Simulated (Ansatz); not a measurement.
# ZnSe (F-43m): a vacancy on Zn

The task here is to estimate one member of a computed series from the others.

Method: DFT PBE, scalar-relativistic, plane waves, PAW, in Ansatz 0.2.0.

4 further runs of the same task are left out: 4 set aside as unsound or not needed.

### The system as given

The cell holds 31 atoms (Se16Zn15): a = 9.928 Å, b = 9.928 Å, c = 9.928 Å, α = 109.47°, β = 109.47°, γ = 109.47°.

The coordinates of this cell stand in the input of its own run.

The host was relaxed before at PBE: a = 5.732 Å, b = 5.732 Å, c = 5.732 Å, α = 90.00°, β = 90.00°, γ = 90.00° (conventional cell), 23.538 Å³/atom.

Places, in fractions of the supercell: a vacancy on Zn at (0.750, 0.750, 0.500). Its neighbours start displaced at random by about 0.03 Å.

Set-up of the first run:

File input.yaml:

```yaml
crystal:
  lattice:
    - [0.0, 2.8658805878, 2.8658805878]
    - [2.8658805878, 0.0, 2.8658805878]
    - [2.8658805878, 2.8658805878, 0.0]
  atoms:
    - { symbol: Zn, position: [0.0, 0.0, 0.0] }
    - { symbol: Se, position: [0.75, 0.75, 0.75] }
basis:
  ecutwfc: 420
  xc_grid: 2
kpoints:
  mp_grid: { grid: [8, 8, 8] }
  band_path: { path: [VBM, CBM], npoints: 2 }
hamiltonian:
  xc: pbe
scf:
  occupations: { method: gaussian, width: 0.02 }
output:
  forces: true
  stress: true
  eigenvalues: true
```

Run with:

```sh
> ansatz run input.yaml --threads 8 --pin off --max-ram 16384MiB --backend cpu --events-out ev --progress --plain --runs-dir out
```

Steps of the session up to this table: Band edges of the host over the zone; Dielectric tensors of the host, without U; The perfect crystal in the supercell of 32 atoms; Charge 0, atoms relaxed; Charge -1, atoms relaxed; Charge -2, atoms relaxed; More of the same log: V_Zn, charge -2, atoms relaxed at the host's cell.

One of the session's tables, all rows but one given; the rest of the session is left out.

| state | cell moment (μB) |
| --- | --- |
| ideal sites | 0.00 |
| charge 0 | ? |
| charge -1 | 1.00 |
| charge -2 | 0.00 |

**Question.** Estimate the row for charge 0.

The run gave: cell moment (μB): 2.00. In the column «cell moment (μB)» it is the highest.

Caveats from the session: The program doubts the potential alignment. Warnings in the runs' records: seeded moment not kept, field response mesh resolution.
